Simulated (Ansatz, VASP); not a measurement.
**One calculation of AlN, two programs**

```xyz
4
Lattice="3.0115 0.0000 0.0000 -1.5058 2.6081 0.0000 0.0000 0.0000 4.8202" Properties=species:S:1:pos:R:3 pbc="T T T"
Al    0.0000    1.6549    0.0073
Al    1.5058    0.9532    2.4174
N     0.0000    1.8135    1.8484
N     1.5058    0.7945    4.2585
```

Change from the starting cell: mode 5 frozen in at -0.086 Å, equal normal strain along x, y and z -0.0250.

Alike in both runs: task single point; functional LDA; k mesh 9 × 9 × 6; occupations gaussian, width 0.05 eV; no spin polarisation.

|  | VASP | Ansatz |
| --- | --- | --- |
| version | VASP 6.6.1 | Ansatz 0.2.0 |
| potentials or method | VASP PAW LDA potentials, release 64 (Al, N) | scalar-relativistic, plane waves, PAW |
| plane-wave cutoff (eV) | 520 | 520 |
| valence electrons in the cell | 16 | 16 |

Ansatz gave:

| Item | Value |
| --- | --- |
| gap on the k mesh at the Fermi level (eV) | 4.88 |
| least direct gap on the mesh (eV) | 5.02 |
| pressure (GPa) | 18.3 |
| largest component of the traceless stress (GPa) | 0.81 |
| rms of the force components (eV/Å) | 0.205 |

Q: What did VASP give for the same quantities?

A: gap on the k mesh at the Fermi level (eV): 4.85; least direct gap on the mesh (eV): 5.03; pressure (GPa): 19.2; largest component of the traceless stress (GPa): 0.87; rms of the force components (eV/Å): 0.205.

Atom by atom the forces differ by 0.003 eV/Å (rms over components).

Caveats: so large a pressure means that the cell lies far from this level's equilibrium, or that cutoff or potentials fall short (VASP); an odd mesh through Γ misses points on the zone boundary, where band edges often lie.
